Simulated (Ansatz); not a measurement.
# TiH2: what SCF settings change

Which SCF settings change the result for TiH2, and which only the effort? The default run comes first. We look at TiH2: its deposited structure (space group I4/mmm), with 3 atoms per cell. Source: COD entry 2310984.

Computed with Ansatz 0.2.0 (DFT LDA, PAW, plane waves, scalar-relativistic, unless a step's input says otherwise).

**1. The structure to begin with**

It takes space group I4/mmm (No. 139, tetragonal). Conventional cell: a = 3.193 Å, b = 3.193 Å, c = 4.267 Å, α = 90.00°, β = 90.00°, γ = 90.00°. Around H (site symmetry -4m2) lie 4 Ti at 1.92 Å. Ti (site symmetry 4/mmm) is surrounded by 8 H at 1.92 Å.

Coordinates:

```cif
data_structure
_symmetry_space_group_name_H-M 'I4/mmm'
_symmetry_Int_Tables_number 139
_cell_length_a 3.1930
_cell_length_b 3.1930
_cell_length_c 4.2670
_cell_angle_alpha 90.000
_cell_angle_beta 90.000
_cell_angle_gamma 90.000
_cell_volume 43.50
loop_
_atom_site_label
_atom_site_type_symbol
_atom_site_symmetry_multiplicity
_atom_site_Wyckoff_symbol
_atom_site_fract_x
_atom_site_fract_y
_atom_site_fract_z
_atom_site_occupancy
H1 H 4 d 0.00000 0.50000 0.25000 1
Ti1 Ti 2 a 0.00000 0.00000 0.00000 1
```

Labels such as Ti3 number the atoms in the order of the input file.

Changes shown after the default run: Broyden, β 0.5, preconditioner Kerker scaled by the density of states; Anderson, β 0.5, backtracking line search; one k-point (Gamma), no switch to direct minimisation; Fermi–Dirac width 0.001 eV, no switch to direct minimisation; tetrahedron occupations; Broyden, β 1.0, history 2, no preconditioner; fixed occupations; cutoff 120 eV; Fermi–Dirac smearing, width 1.2 eV; iteration limit 10.

The search for lower states is off throughout, and inputs that name a mixer don't switch to direct minimisation unless they say so. Spin polarisation is off.

**2. Default SCF settings**

The input, input.yaml:

```yaml
crystal:
  lattice:
    - [-1.5965, 1.5965, 2.1335]
    - [1.5965, -1.5965, 2.1335]
    - [1.5965, 1.5965, -2.1335]
  atoms:
    - { symbol: H, position: [0.75, 0.25, 0.5] }
    - { symbol: H, position: [0.25, 0.75, 0.5] }
    - { symbol: Ti, position: [0.0, 0.0, 0.0] }
hamiltonian:
  xc: lda
  pseudopotentials: { kind: paw }
basis:
  ecutwfc: 420
kpoints:
  mp_grid: { grid: [9, 9, 11] }
scf:
  occupations: { method: fermi_dirac, width: 0.1 }
  lower_state_search: "off"
output:
  forces: true
  stress: true
  write_density: true
  write_potential: true
  elf: true
  volumetric_format: npy
```

Run with:

```bash
$ ansatz run input.yaml --threads 2 --pin off --max-ram 5120MiB --backend cpu --events-out ev --progress --plain --runs-dir out
```

What it wrote:

```text
Warning: crystal.symmetry: narrowed to the stabiliser of the k-point mesh — unitary ops 16 → 4; excluded 12 operations that carry a point of the 9×9×11 mesh (shift [0, 0, 0]) off the mesh (the run samples exactly the mesh kpoints.mp_grid names, as under crystal.symmetry.detect: false, and its converged state has the mesh's symmetry, not the crystal's; ε∞, the Born charges and the force constants of a linear response (`dielectric:` by the response, `phonons.method: dfpt`) are averaged over those of the crystal's operations that the state keeps within a tolerance, where `mesh_tensors`, `unaveraged_element` or `gamma_mean_max_change_ev_ang2` stands beside them; a row that `dielectric.field_direction` solves alone is averaged likewise, with nothing beside; a Γ-centred mesh of equal divisions is mapped onto itself by every operation and keeps the whole group, as does a half-shifted one under kpoints.further_shifts: images)
Engine: ansatz 0.2.0, aarch64-unknown-linux-gnu
Pseudopotentials: kind: paw
Pseudopotential: H, paw, valence charge 1, recommended cutoff 420 eV (normal), H.paw.azcp
Pseudopotential: Ti, paw, valence charge 12, recommended cutoff 420 eV (normal), Ti.paw.azcp
Functional definition: SPW92
  exchange = slater_x
  correlation = pw_c
Crystal: 3 atoms, lattice volume = 21.752 Å³
Basis set: ecut = 420 eV, 427 PW (Γ)
Bands: 11, of which v1, the nominal top of the filled ones, is band 7 counted from 1 (6 counted from 0)
Symmetry: 4 space group operations
k-points: 250 of 891
Non-local potential: H, projectors of the file, l = 0: 2, l = 1: 1
Non-local potential: Ti, projectors of the file, l = 0: 3, l = 1: 2, l = 2: 3, l = 3: 1
PAW form: soft (Blöchl's): semilocal exchange-correlation on the pseudo side does not see the compensation charge
PAW frozen core: Ti, regenerated for the run's functional, and the local potential with it (the file was generated under x = pbe(κ = 0.804, μ = 0.2195149727645171), c = pbe(β = 0.06672455060314922))
PAW one-centre angular grid: H, 110 points (default); XC on 64 Gauss nodes
PAW one-centre angular grid: Ti, 590 points (default); XC on 64 Gauss nodes
Initial density: superposition of atomic densities (neutral atoms: chi_scale 0, normalization atom), corrected by the library's trained network
Initial wavefunctions: pseudopotential atomic-orbital guess
Functional: x = slater, c = lda
SCF iter   1: F=—  HF=-2483.371313 eV  |F-HF|=—  |Δ(HF+E_count)|=         —  Δρ=1.35e-2  dr2=2.70e-2  ethr=1.77e-3  ⟨swp⟩=4.2  Hψ=14233  notcnv=0
preconditioner: auto → none  [metal: Δε(μ)=0.008 eV  Ē_g=6.788 eV  σ=0.100 eV  W_gap=0.02  n_scr=8 (ndim 8)  ℏωp=19.5 eV  f_vac=0.000  D(μ)=1.41/eV (n_scr^D=14)  sad-step TF]
SCF iter   2: F=—  HF=-2483.363892 eV  |F-HF|=—  |Δ(HF+E_count)|=   7.42e-3  Δρ=7.25e-3  dr2=7.42e-3  ethr=1.93e-4  ⟨swp⟩=1.0  Hψ=4750  notcnv=0
SCF iter   3: F=—  HF=-2483.361602 eV  |F-HF|=—  |Δ(HF+E_count)|=   2.29e-3  Δρ=2.19e-3  dr2=1.08e-3  ethr=5.30e-5  ⟨swp⟩=2.0  Hψ=4492  notcnv=0
SCF iter   4: F=—  HF=-2483.361229 eV  |F-HF|=—  |Δ(HF+E_count)|=   3.72e-4  Δρ=4.40e-4  dr2=1.56e-5  ethr=7.74e-6  ⟨swp⟩=2.8  Hψ=4847  notcnv=0
SCF iter   5: F=—  HF=-2483.361234 eV  |F-HF|=—  |Δ(HF+E_count)|=   4.29e-6  Δρ=5.00e-5  dr2=2.63e-7  ethr=1.11e-7  ⟨swp⟩=2.5  Hψ=3592  notcnv=0
SCF iter   6: F=-2483.361234 eV  HF=-2483.361234 eV  |F-HF|=4.54e-10  |Δ(HF+E_count)|=   2.29e-8  Δρ=3.18e-6  dr2=8.63e-10  ethr=7.14e-10  ⟨swp⟩=8.2  Hψ=16970  notcnv=0
SCF 1 converged in 6 iterations: F = -2483.361234 eV  dr2 = 8.63e-10
SCF converged after 6 iterations
Free energy (F): -2483.361234 eV
Harris-Foulkes:  -2483.361234 eV  (|F-HF|=4.54e-10)
Internal energy: -2483.315129 eV  (E = F + TS)
E sigma→0 (E₀):  -2483.338182 eV
Entropy (-TS):   -0.046104 eV (-15.368 meV/atom)
Fermi energy:    11.601982 eV
--- Per-component energies (eV) ---
  E_band       = -175.353854
  E_kinetic    = 301.375695
  E_local      = -887.711991  (includes V_loc(G=0)·N_el)
  E_nonlocal   = 14.241082
  E_hartree    = 358.101938
  E_xc         = -115.894737
  E_vxc        = -146.775660  (∫ρ·V_xc dr)
  E_paw        = -999.866772  (= ΣΔE_a)
  E_vpaw       = -172.685264  (= ΣTr[D̂ρ^β])
  E_aug_tail   = -0.002195  (compensation charges beyond the density's cutoff)
  E_ewald      = -1153.884098
  E_core_change = 0.325950  (= ΣΔE_core)
  E_smearing   = -0.046104  (= −TS)
  E_closure    = -0.000000  (closes the sum)
  Σ components = -2483.361234   (vs F -2483.361234, Δ=0.00e0)
--- Forces (eV/Å), atoms counted from 1 ---
  atom   1  H      0.00007875    -0.00007875     0.00000000
  atom   2  H     -0.00007875     0.00007875     0.00000000
  atom   3  Ti    -0.00000000    -0.00000000     0.00000000
  max |Σ_I F_I| component: 1.48e-31 eV/Å
--- Stress (GPa, compression-positive) ---
       -9.122068       0.015826      -0.017282
        0.015826      -9.122068      -0.017282
       -0.017282      -0.017282      -8.000697
  P = ⅓ Tr σ = -8.7483 GPa (-87.483 kbar)
--- Band table (eV; the first three rows and the last of 250) ---
  k-point 0: bands = ["-44.9933", "-21.3832", "-21.3830", "-21.3650", "1.2225", "11.2567", "11.2568", "11.5196", "12.4448", "12.9049", "13.2953"]
  k-point 1: bands = ["-44.9873", "-21.4163", "-21.3914", "-21.3764", "1.4865", "9.9371", "11.4051", "11.6322", "12.7333", "13.2904", "13.9356"]
  k-point 2: bands = ["-44.9713", "-21.5041", "-21.4134", "-21.4071", "2.2472", "8.4369", "11.8413", "11.9692", "12.0835", "13.4188", "15.8827"]
  k-point 249: bands = ["-44.9070", "-21.7452", "-21.5554", "-21.5355", "5.5031", "7.0450", "8.8254", "13.7831", "13.9682", "14.2556", "17.5252"]
```

Wall time 2.7 s (2 threads of Arm Neoverse V1, shared host); peak memory 0.34 GiB.

The reference: 6 iterations with the default settings (MSR1 mixing, preconditioner none); with no gap on the k-mesh.

The maps below are laid out on this run's own conventional cell (a, b, c = 3.193, 3.193, 4.267 Å).

Density in a lattice plane of the grid's cell (edges 3.19 and 4.27 Å, at 0.000 of the third edge), which holds H and Ti.

Values in e/Å³, 12 rows by 8 columns:
```
 7.83  4.64  0.67  0.29  0.31  0.29  0.67  4.65
 2.12  1.10  0.37  0.51  0.86  0.51  0.37  1.10
 0.29  0.24  0.28  0.70  1.73  0.70  0.28  0.24
 0.13  0.14  0.21  0.48  0.86  0.47  0.21  0.14
 0.10  0.11  0.15  0.24  0.31  0.24  0.15  0.11
 0.09  0.10  0.13  0.18  0.20  0.18  0.13  0.10
 0.10  0.11  0.15  0.24  0.31  0.24  0.15  0.11
 0.13  0.14  0.21  0.47  0.86  0.48  0.21  0.14
 0.29  0.24  0.28  0.70  1.73  0.70  0.28  0.24
 2.12  1.10  0.37  0.51  0.86  0.51  0.37  1.10
 7.83  4.65  0.67  0.29  0.31  0.29  0.67  4.64
10.16  7.25  1.04  0.22  0.20  0.22  1.04  7.25
```
Columns run along the first of these edges and rows up along the second, over one cell in 8 and 12 even steps from the bottom left corner. Atoms in the plane (fractional): H at (0.50, 0.75), H at (0.50, 0.25), Ti at (0.00, 0.00).

ELF in the same plane.

Ten even steps from '0' (0.00) to '9' (1.00):
```
124542113331124552
556531246764213565
654312479997421345
332113799999731123
111125899999852111
111236899999863211
112245789998754221
222234567776543222
222223333333332222
332222222222222223
222223333333332222
222234567776543222
112245789998754221
111236899999863211
111125899999852111
332113799999731123
654312479997421345
556531246764213565
125542113331124542
004542111211124540
```
Columns run along the first of these edges and rows up along the second, over one cell in 18 and 20 even steps from the bottom left corner. Atoms in the plane (fractional): H at (0.50, 0.75), H at (0.50, 0.25), Ti at (0.00, 0.00).

Both are smooth fields of the valence electrons: close to the nuclei they are not physical.

Maxima of ELF outside the ion cores: 1.00 at H.

**3. Broyden, β 0.5, preconditioner Kerker scaled by the density of states**

input.yaml: that of step 2 with these lines changed.

```diff
@@ -19,2 +19,5 @@
   lower_state_search: "off"
+  algorithm: density_mixing
+  max_iter: 60
+  mixing: { algorithm: broyden, beta: 0.5, preconditioner: kerker_dos }
 output:
@@ -22,5 +25 @@
   stress: true
-  write_density: true
-  write_potential: true
-  elf: true
-  volumetric_format: npy
```

Run with:

```bash
$ ansatz run input.yaml --threads 2 --pin off --max-ram 5120MiB --backend cpu --events-out ev --progress --plain --runs-dir out
```

What it wrote, cut to the lines that bear on the results:

```text
[... 22 lines as in an earlier run ...]
SCF iter   1: F=—  HF=-2483.371313 eV  |F-HF|=—  |Δ(HF+E_count)|=         —  Δρ=1.35e-2  dr2=2.70e-2  ethr=1.77e-3  ⟨swp⟩=4.2  Hψ=14233  notcnv=0
[...]
SCF iter   8: F=-2483.361234 eV  HF=-2483.361234 eV  |F-HF|=6.98e-9  |Δ(HF+E_count)|=   6.68e-8  Δρ=1.11e-5  dr2=1.50e-8  ethr=6.42e-10  ⟨swp⟩=4.1  Hψ=8133  notcnv=0
[...]
SCF converged after 8 iterations
Stability not checked: this state was not tested for a lower state beside it, because the mixer in use, unlike msr1, does not test its closes by its own steps (another_mixer; see scf.mixing.algorithm and scf.lower_state_search)
Free energy (F): -2483.361234 eV
[...]
E sigma→0 (E₀):  -2483.338182 eV
Entropy (-TS):   -0.046104 eV (-15.368 meV/atom)
Fermi energy:    11.602059 eV
[... 26 lines left out: energy terms, forces, stress ...]
```

Wall time 2.3 s (2 threads of Arm Neoverse V1, shared host); peak memory 0.33 GiB.

8 iterations against 6; the same free energy.

**4. Anderson, β 0.5, backtracking line search**

input.yaml: that of step 3 with these lines changed.

```diff
@@ -21,3 +21,3 @@
   max_iter: 60
-  mixing: { algorithm: broyden, beta: 0.5, preconditioner: kerker_dos }
+  mixing: { algorithm: anderson, beta: 0.5, globalisation: backtrack }
 output:
```

Run with:

```bash
$ ansatz run input.yaml --threads 2 --pin off --max-ram 5120MiB --backend cpu --events-out ev --progress --plain --runs-dir out
```

What it wrote, cut to the lines that bear on the results:

```text
[... 22 lines as in an earlier run ...]
SCF iter   1: F=—  HF=-2483.371245 eV  |F-HF|=—  |Δ(HF+E_count)|=         —  Δρ=1.35e-2  dr2=2.70e-2  ethr=3.10e-3  ⟨swp⟩=4.2  Hψ=12940  notcnv=0
[...]
SCF iter   5: F=-2483.361234 eV  HF=-2483.361234 eV  |F-HF|=9.27e-9  |Δ(HF+E_count)|=   1.45e-5  Δρ=3.56e-5  dr2=9.59e-8  ethr=2.14e-10  ⟨swp⟩=2.9  Hψ=10672  notcnv=0
[...]
SCF converged after 5 iterations
[... 1 line as in an earlier run ...]
Free energy (F): -2483.361234 eV
[...]
E sigma→0 (E₀):  -2483.338182 eV
Entropy (-TS):   -0.046103 eV (-15.368 meV/atom)
Fermi energy:    11.602067 eV
[... 26 lines left out: energy terms, forces, stress ...]
```

It took 1.9 s on 2 threads of Arm Neoverse V1, shared host; peak memory 0.33 GiB.

It takes 5 iterations (default 6). Against the default run: the same free energy.

**5. One k-point (Gamma), no switch to direct minimisation**

input.yaml: that of step 4 with these lines changed.

```diff
@@ -15,3 +15,3 @@
 kpoints:
-  mp_grid: { grid: [9, 9, 11] }
+  mp_grid: { grid: [1, 1, 1] }
 scf:
@@ -21,3 +21,3 @@
   max_iter: 60
-  mixing: { algorithm: anderson, beta: 0.5, globalisation: backtrack }
+  mixing: {}
 output:
```

Run with:

```bash
$ ansatz run input.yaml --threads 2 --pin off --max-ram 5120MiB --backend cpu --events-out ev --progress --plain --runs-dir out
```

What it wrote, cut to the lines that bear on the results:

```text
[... 10 lines as in an earlier run ...]
Symmetry: 16 space group operations
Space group: I4/mmm (ITA 139), of the structure as read, at distance tolerance 2.8e-5 Å
k-points: 1
[... 9 lines as in an earlier run ...]
SCF iter   1: F=—  HF=-2479.119299 eV  |F-HF|=—  |Δ(HF+E_count)|=         —  Δρ=2.34e-1  dr2=1.06e1  ethr=1.77e-3  ⟨swp⟩=4.0  Hψ=53  notcnv=0
[...]
SCF iter  15: F=-2477.229087 eV  HF=-2477.229087 eV  |F-HF|=3.07e-8  |Δ(HF+E_count)|=   3.42e-7  Δρ=1.43e-5  dr2=4.02e-8  ethr=7.14e-10  ⟨swp⟩=3.0  Hψ=36  notcnv=0
[...]
SCF converged after 15 iterations
Free energy (F): -2477.229087 eV
[...]
E sigma→0 (E₀):  -2476.957822 eV
Entropy (-TS):   -0.542530 eV (-180.843 meV/atom)
Fermi energy:    12.554595 eV
[...]
--- Forces (eV/Å), atoms counted from 1 ---
  atom   1  H      0.00000000    -0.00000000     0.00000000
  atom   2  H     -0.00000000    -0.00000000     0.00000000
  atom   3  Ti    -0.00000000     0.00000000    -0.00000000
[...]
--- Stress (GPa, compression-positive) ---
       46.407933       0.000000       0.000000
        0.000000      46.407933       0.000000
        0.000000       0.000000      56.717396
  P = ⅓ Tr σ = 49.8444 GPa (498.444 kbar)
```

Run time: 0.34 s. Hardware: 2 threads of Arm Neoverse V1, shared host; peak memory 0.24 GiB.

15 iterations against 6; free energy shifted by +2044 meV/atom, pressure 49.8 GPa against -8.7.

The setting is a deliberately weak one: read the shift, not the values.

**6. Fermi–Dirac width 0.001 eV, no switch to direct minimisation**

input.yaml: that of step 5 with these lines changed.

```diff
@@ -15,5 +15,5 @@
 kpoints:
-  mp_grid: { grid: [1, 1, 1] }
+  mp_grid: { grid: [9, 9, 11] }
 scf:
-  occupations: { method: fermi_dirac, width: 0.1 }
+  occupations: { method: fermi_dirac, width: 0.001 }
   lower_state_search: "off"
```

Run with:

```bash
$ ansatz run input.yaml --threads 2 --pin off --max-ram 5120MiB --backend cpu --events-out ev --progress --plain --runs-dir out
```

What it wrote, cut to the lines that bear on the results:

```text
[... 22 lines as in an earlier run ...]
SCF iter   1: F=—  HF=-2483.348853 eV  |F-HF|=—  |Δ(HF+E_count)|=         —  Δρ=1.39e-2  dr2=2.76e-2  ethr=1.77e-3  ⟨swp⟩=4.2  Hψ=13552  notcnv=0
[...]
SCF iter   6: F=-2483.338577 eV  HF=-2483.338577 eV  |F-HF|=4.64e-11  |Δ(HF+E_count)|=   2.94e-9  Δρ=3.28e-6  dr2=8.31e-10  ethr=4.67e-10  ⟨swp⟩=2.2  Hψ=8883  notcnv=0
[...]
SCF converged after 6 iterations
Free energy (F): -2483.338577 eV
[...]
E sigma→0 (E₀):  -2483.338574 eV
Entropy (-TS):   -0.000005 eV (-0.002 meV/atom)
Fermi energy:    11.609861 eV
[...]
--- Forces (eV/Å), atoms counted from 1 ---
  atom   1  H      0.00012027    -0.00012027     0.00000000
  atom   2  H     -0.00012027     0.00012027     0.00000000
  atom   3  Ti    -0.00000000    -0.00000000     0.00000000
[...]
--- Stress (GPa, compression-positive) ---
       -8.608034       0.145047      -0.104683
        0.145047      -8.608034      -0.104683
       -0.104683      -0.104683      -9.712430
  P = ⅓ Tr σ = -8.9762 GPa (-89.762 kbar)
```

Run time: 2 s. Hardware: 2 threads of Arm Neoverse V1, shared host; peak memory 0.33 GiB.

6 iterations, as in the default run; free energy shifted by +7.6 meV/atom, zero-width estimate shifted by -0.1 meV/atom, pressure -9.0 GPa against -8.7.

**7. Tetrahedron occupations**

input.yaml: that of step 6 with these lines changed.

```diff
@@ -17,7 +17,5 @@
 scf:
-  occupations: { method: fermi_dirac, width: 0.001 }
+  occupations: { method: tetrahedron }
   lower_state_search: "off"
-  algorithm: density_mixing
   max_iter: 60
-  mixing: {}
 output:
```

Run with:

```bash
$ ansatz run input.yaml --threads 2 --pin off --max-ram 5120MiB --backend cpu --events-out ev --progress --plain --runs-dir out
```

What it wrote, cut to the lines that bear on the results:

```text
Warning: output.forces, output.stress, relax.cell or npt_langevin: where a Kohn–Sham band that disperses or a degenerate level is filled in part under the method tetrahedron, the forces or the stress that this run publishes need not agree with its energy (scf.occupations.method in the [...]
[... 22 lines as in an earlier run ...]
SCF iter   1: F=—  HF=-2483.347267 eV  |F-HF|=—  |Δ(HF+E_count)|=         —  Δρ=1.38e-2  dr2=2.72e-2  ethr=1.77e-3  ⟨swp⟩=4.2  Hψ=13552  notcnv=0
[...]
SCF iter   6: F=-2483.337144 eV  HF=-2483.337144 eV  |F-HF|=1.87e-10  |Δ(HF+E_count)|=   5.22e-7  Δρ=4.54e-6  dr2=1.76e-9  ethr=7.14e-10  ⟨swp⟩=4.3  Hψ=8146  notcnv=0
[...]
SCF converged after 6 iterations
Stability not checked: this state was not tested for a lower state beside it, because cold or Methfessel-Paxton smearing, or corrected tetrahedra, fill the levels in a way that the test cannot read (fill_not_monotonic; see scf.lower_state_search)
Free energy (F): -2483.337144 eV
[...]
E sigma→0 (E₀):  -2483.337144 eV
Entropy (-TS):   -0.000029 eV (-0.010 meV/atom)
Fermi energy:    11.595351 eV
[...]
--- Forces (eV/Å), atoms counted from 1 ---
  atom   1  H     -0.00081716     0.00081716     0.00000000
  atom   2  H      0.00081716    -0.00081716     0.00000000
  atom   3  Ti    -0.00000000    -0.00000000     0.00000000
[...]
--- Stress (GPa, compression-positive) ---
       -8.756269      -0.366268       0.043227
       -0.366268      -8.756269       0.043227
        0.043227       0.043227      -9.365147
  P = ⅓ Tr σ = -8.9592 GPa (-89.592 kbar)
--- Band table (eV; the first three rows and the last of 250) ---
  k-point 0: bands = ["-45.0030", "-21.3971", "-21.3941", "-21.3672", "1.2221", "11.2540", "11.2547", "11.5078", "12.4449", "12.8949", "13.2916"]
[...]
```

Wall time 1.9 s (2 threads of Arm Neoverse V1, shared host); peak memory 0.33 GiB.

The count stays at 6. Against the default run: free energy shifted by +8.0 meV/atom, zero-width estimate shifted by +0.3 meV/atom, forces change by up to 0.001 eV/Å, pressure -9.0 GPa against -8.7.

**8. Broyden, β 1.0, history 2, no preconditioner**

input.yaml: that of step 7 with these lines changed.

```diff
@@ -17,5 +17,7 @@
 scf:
-  occupations: { method: tetrahedron }
+  occupations: { method: fermi_dirac, width: 0.1 }
   lower_state_search: "off"
+  algorithm: density_mixing
   max_iter: 60
+  mixing: { algorithm: broyden, ndim: 2, beta: 1.0, preconditioner: none }
 output:
```

Run with:

```bash
$ ansatz run input.yaml --threads 2 --pin off --max-ram 5120MiB --backend cpu --events-out ev --progress --plain --runs-dir out
```

What it wrote, cut to the lines that bear on the results:

```text
[... 22 lines as in an earlier run ...]
SCF iter   1: F=—  HF=-2483.371313 eV  |F-HF|=—  |Δ(HF+E_count)|=         —  Δρ=1.35e-2  dr2=2.70e-2  ethr=1.77e-3  ⟨swp⟩=4.2  Hψ=14233  notcnv=0
[...]
SCF iter   6: F=-2483.361234 eV  HF=-2483.361234 eV  |F-HF|=8.66e-10  |Δ(HF+E_count)|=   1.55e-7  Δρ=3.81e-6  dr2=1.49e-9  ethr=7.14e-10  ⟨swp⟩=4.0  Hψ=8090  notcnv=0
[...]
SCF converged after 6 iterations
[... 1 line as in an earlier run ...]
Free energy (F): -2483.361234 eV
[...]
E sigma→0 (E₀):  -2483.338182 eV
Entropy (-TS):   -0.046104 eV (-15.368 meV/atom)
Fermi energy:    11.601986 eV
[... 26 lines left out: energy terms, forces, stress ...]
```

It took 2 s on 2 threads of Arm Neoverse V1, shared host; peak memory 0.33 GiB.

The count stays at 6. Against the default run: the same free energy.

(Part 1 of 2 ends here.)
